**Bias dependence of Tersoff-Hamann images of a 1T-HfS$_2$ monolayer**

The table holds mean density, contrast, corrugation, brightest site and apparent barrier 4 Å above the sheet for seven biases, from plane-wave PAW PBE+D3 without spin-orbit coupling. The program subtracts successive cumulative rows to obtain the density and barrier of each energy window and compares them with the parameter-free relation barrier $=(E_{vac}-E)+\hbar^2k^2/2m$ in its Γ and M limits. The excess over $E_{vac}-E$ falls from 0.68 to 0.09 of the M value across the empty windows and reaches 0.87 in the deepest filled one. The fading of corrugation with height lies between the M and Γ limits for all tabulated rows and is slowest at 0.85 V. The -0.85 V result of the same run, with top S darkest, fades faster than the Γ limit.

Calculated values. Ansatz 0.2.0, scalar-relativistic PBE+D3(BJ) with plane waves and PAW, for a free-standing HfS$_2$ monolayer without spin polarization. The cutoff is 420 eV, the k mesh 33 × 33 × 1 and the Gaussian smearing 0.05 eV. The images assume an s-wave tip, with the tip plane 4 Å above the top S nuclei.

## Script

```python
# Table: Tersoff-Hamann STM of a 1T-HfS2 monolayer at 4 A (Ansatz, plane-wave PAW, PBE+D3), cumulative in bias.
# Tested: barrier = (Evac - E) + hbar^2 k^2/2m window by window, and the fading of corrugation with height.
T = {
    'bias': [-2.6, -1.8, -1.2, 0.85, 1.2, 1.8, 2.4],  # V
    'image_log10_mean_density': [-5.318, -5.384, -5.713, -6.398, -5.806, -5.336, -4.938],  # log10 of e/angstrom^3
    'image_bright_over_dark': [2.227, 1.889, 1.66, 5.251, 2.769, 2.139, 1.602],
    'image_corrugation': [0.278, 0.225, 0.182, 0.62, 0.401, 0.32, 0.215],  # angstrom
    'image_brightest_over': ['S', 'S', 'S', 'S', 'S', 'S', 'S'],
    'image_apparent_barrier_at_4_angstrom': [7.975, 7.492, 7.192, 7.601, 6.589, 5.686, 4.629],  # eV
}
import numpy as np, itertools
from scipy.constants import hbar, m_e, e
C = hbar**2/(2*m_e*e)*1e20
dec = lambda b: 2*np.sqrt(b/C)
# further outputs of the same run (typed): lattice, vacuum, band edges, states and Hf share per window,
# corrugation at 3 and 5 A, heights at 4 A over bottom S and Hf, and the unprinted -0.85 V row
a, Ev, vb, cb = 3.62, 5.7328, -0.608, 0.610
ns = {-2.6: 1.9504, -1.8: 1.5556, -1.2: 0.5179, -0.85: 0.0918, 0.85: 0.2534, 1.2: 0.4518, 1.8: 1.0946, 2.4: 0.8760}
hf = {-2.6: 0.225, -1.8: 0.201, -1.2: 0.191, -0.85: 0.126, 0.85: 0.440, 1.2: 0.467, 1.8: 0.535, 2.4: 0.548}
c35 = {-2.6: (0.558, 0.1395), -1.8: (0.496, 0.1074), -1.2: (0.416, 0.0834), -0.85: (0.756, 0.0617),
       0.85: (0.782, 0.4402), 1.2: (0.640, 0.2379), 1.8: (0.604, 0.1631), 2.4: (0.487, 0.0903)}
hol = {-2.6: (-0.086, -0.125), -1.8: (-0.071, -0.096), -1.2: (-0.064, -0.071), -0.85: (-0.079, -0.026),
       0.85: (-0.007, -0.392), 1.2: (-0.011, -0.232), 1.8: (-0.016, -0.177), 2.4: (-0.022, -0.108)}
R = {round(float(v), 2): (l, b, r, c) for v, l, b, r, c in zip(T['bias'], T['image_log10_mean_density'],
     T['image_apparent_barrier_at_4_angstrom'], T['image_bright_over_dark'], T['image_corrugation'])}
R[-0.85] = (np.log10(1.7633e-9), 8.884, 1.875, 0.245)
G = 4*np.pi/(np.sqrt(3)*a)
EM = C*(G/2)**2
print(f"G = {G:.3f} 1/A, k at M = {G/2:.3f} 1/A, hbar^2 k^2/2m at M = {EM:.2f} eV")
print(f"vacuum above valence edge {Ev-vb:.2f} eV, above conduction edge {Ev-cb:.2f} eV")
print("rows brightest over S:", list(T['image_brightest_over']).count('S'), "of", len(T['bias']), "(-0.85 V row is from further outputs: top S darkest)")
def win(l2, b2, l1, b1):
    r2, r1 = 10**l2, 10**l1
    return r2-r1, C*((r2*dec(b2)-r1*dec(b1))/(r2-r1)/2)**2
print("window V | % of row states | % of row density | density/state 1e-6/A^3 | Hf share")
W, out = {}, []
for side, edge in (([-0.85, -1.2, -1.8, -2.6], vb), ([0.85, 1.2, 1.8, 2.4], cb)):
    cum = 0.0
    for i, v in enumerate(side):
        l, b = R[v][:2]
        cum += ns[v]
        if i == 0:
            lo, rho, bw, err = edge, 10**l, b, 5e-4
        else:
            lo = side[i-1]
            x = np.array([l, b, R[lo][0], R[lo][1]])
            rho, bw = win(*x)
            err = max(abs(win(*(x+5e-4*np.array(s)))[1]-bw) for s in itertools.product((-1, 1), repeat=4))
        ex = sorted((bw-(Ev-lo), bw-(Ev-v)))
        W[v] = (bw, np.mean(ex))
        print(f"{lo:6.2f} to {v:5.2f} | {100*ns[v]/cum:4.0f} | {100*rho/10**l:5.1f} | {1e6*rho/ns[v]:6.3f} | {hf[v]:.2f}")
        out.append(f"{lo:6.2f} to {v:5.2f} | {bw:5.2f} +-{err:.3f} | {Ev-max(lo, v):.2f}-{Ev-min(lo, v):.2f} | {ex[0]:5.2f} to {ex[1]:5.2f} | {np.mean(ex)/EM:.2f}")
print("window V | window barrier eV +- table rounding | Evac-E eV | excess eV | mid excess / M value")
print("\n".join(out))
print("bias V | decay 1/A | corrugation 3,4,5 A | ln(ratio)/decay A | fade 1/A | Gamma-only fade 1/A | Hf minus bottom-S height A")
fade = {}
for v in sorted(R):
    d = dec(R[v][1])
    fade[v] = np.log(c35[v][0]/c35[v][1])/2
    print(f"{v:5.2f} | {d:.2f} | {c35[v][0]:.3f} {R[v][3]:.3f} {c35[v][1]:.3f} | {np.log(R[v][2])/d:.3f} | {fade[v]:.2f} | {np.hypot(d/2, G)-d/2:.2f} | {hol[v][1]-hol[v][0]:.3f}")
print("fade expected for pure M states: 0 1/A")
print(f"first to last empty window: barrier falls {W[0.85][0]-W[2.4][0]:.2f} eV, mid-window energy rises {(1.8+2.4)/2-(cb+0.85)/2:.2f} eV, excess falls {W[0.85][1]-W[2.4][1]:.2f} eV")
print(f"row barrier change 0.85 to 2.4 V: {R[2.4][1]-R[0.85][1]:.2f} eV; -1.2 to -2.6 V: {R[-2.6][1]-R[-1.2][1]:+.2f} eV")
print(f"density ratios: 2.4/0.85 V {10**(R[2.4][0]-R[0.85][0]):.1f}; -1.8/-1.2 V {10**(R[-1.8][0]-R[-1.2][0]):.2f}; -2.6/-1.8 V {10**(R[-2.6][0]-R[-1.8][0]):.2f}")
print(f"density -0.85/-1.2 V {100*10**(R[-0.85][0]-R[-1.2][0]):.2f} %; 0.85/-0.85 V {10**(R[0.85][0]-R[-0.85][0]):.0f}")
print(f"corrugation ratios at 4 A: 0.85/2.4 V {R[0.85][3]/R[2.4][3]:.2f}; -2.6/-1.2 V {R[-2.6][3]/R[-1.2][3]:.2f}")
print("tip rise in A at the 0.85 V set point (decay at 4 A):", ", ".join(f"{v} V {np.log(10)*(R[v][0]-R[0.85][0])/dec(R[v][1]):.2f}" for v in (1.2, 1.8, 2.4)))
assert EM > W[0.85][1] > W[1.2][1] > W[1.8][1] > W[2.4][1] > 0
assert min(fade, key=fade.get) == 0.85 and fade[0.85] < fade[1.2] < fade[1.8] < fade[2.4]
assert R[-2.6][3] > R[-1.8][3] > R[-1.2][3] and W[-2.6][1] > W[-1.8][1]
```

It prints:

```
G = 2.004 1/A, k at M = 1.002 1/A, hbar^2 k^2/2m at M = 3.83 eV
vacuum above valence edge 6.34 eV, above conduction edge 5.12 eV
rows brightest over S: 7 of 7 (-0.85 V row is from further outputs: top S darkest)
window V | % of row states | % of row density | density/state 1e-6/A^3 | Hf share
 -0.61 to -0.85 |  100 | 100.0 |  0.019 | 0.13
 -0.85 to -1.20 |   85 |  99.9 |  3.736 | 0.19
 -1.20 to -1.80 |   72 |  53.1 |  1.410 | 0.20
 -1.80 to -2.60 |   47 |  14.1 |  0.348 | 0.23
  0.61 to  0.85 |  100 | 100.0 |  1.578 | 0.44
  0.85 to  1.20 |   64 |  74.4 |  2.575 | 0.47
  1.20 to  1.80 |   61 |  66.1 |  2.786 | 0.54
  1.80 to  2.40 |   33 |  60.0 |  7.901 | 0.55
window V | window barrier eV +- table rounding | Evac-E eV | excess eV | mid excess / M value
 -0.61 to -0.85 |  8.88 +-0.001 | 6.34-6.58 |  2.30 to  2.54 | 0.63
 -0.85 to -1.20 |  7.19 +-0.001 | 6.58-6.93 |  0.26 to  0.61 | 0.11
 -1.20 to -1.80 |  7.76 +-0.003 | 6.93-7.53 |  0.23 to  0.83 | 0.14
 -1.80 to -2.60 | 11.24 +-0.067 | 7.53-8.33 |  2.91 to  3.71 | 0.87
  0.61 to  0.85 |  7.60 +-0.001 | 4.88-5.12 |  2.48 to  2.72 | 0.68
  0.85 to  1.20 |  6.26 +-0.002 | 4.53-4.88 |  1.37 to  1.72 | 0.41
  1.20 to  1.80 |  5.25 +-0.002 | 3.93-4.53 |  0.72 to  1.32 | 0.27
  1.80 to  2.40 |  3.98 +-0.003 | 3.33-3.93 |  0.05 to  0.65 | 0.09
bias V | decay 1/A | corrugation 3,4,5 A | ln(ratio)/decay A | fade 1/A | Gamma-only fade 1/A | Hf minus bottom-S height A
-2.60 | 2.89 | 0.558 0.278 0.140 | 0.277 | 0.69 | 1.03 | -0.039
-1.80 | 2.80 | 0.496 0.225 0.107 | 0.227 | 0.77 | 1.04 | -0.025
-1.20 | 2.75 | 0.416 0.182 0.083 | 0.184 | 0.80 | 1.06 | -0.007
-0.85 | 3.05 | 0.756 0.245 0.062 | 0.206 | 1.25 | 0.99 | 0.053
 0.85 | 2.82 | 0.782 0.620 0.440 | 0.587 | 0.29 | 1.04 | -0.385
 1.20 | 2.63 | 0.640 0.401 0.238 | 0.387 | 0.49 | 1.08 | -0.221
 1.80 | 2.44 | 0.604 0.320 0.163 | 0.311 | 0.65 | 1.13 | -0.161
 2.40 | 2.20 | 0.487 0.215 0.090 | 0.214 | 0.84 | 1.19 | -0.086
fade expected for pure M states: 0 1/A
first to last empty window: barrier falls 3.62 eV, mid-window energy rises 1.37 eV, excess falls 2.25 eV
row barrier change 0.85 to 2.4 V: -2.97 eV; -1.2 to -2.6 V: +0.78 eV
density ratios: 2.4/0.85 V 28.8; -1.8/-1.2 V 2.13; -2.6/-1.8 V 1.16
density -0.85/-1.2 V 0.09 %; 0.85/-0.85 V 227
corrugation ratios at 4 A: 0.85/2.4 V 2.88; -2.6/-1.2 V 1.53
tip rise in A at the 0.85 V set point (decay at 4 A): 1.2 V 0.52, 1.8 V 1.00, 2.4 V 1.52
```
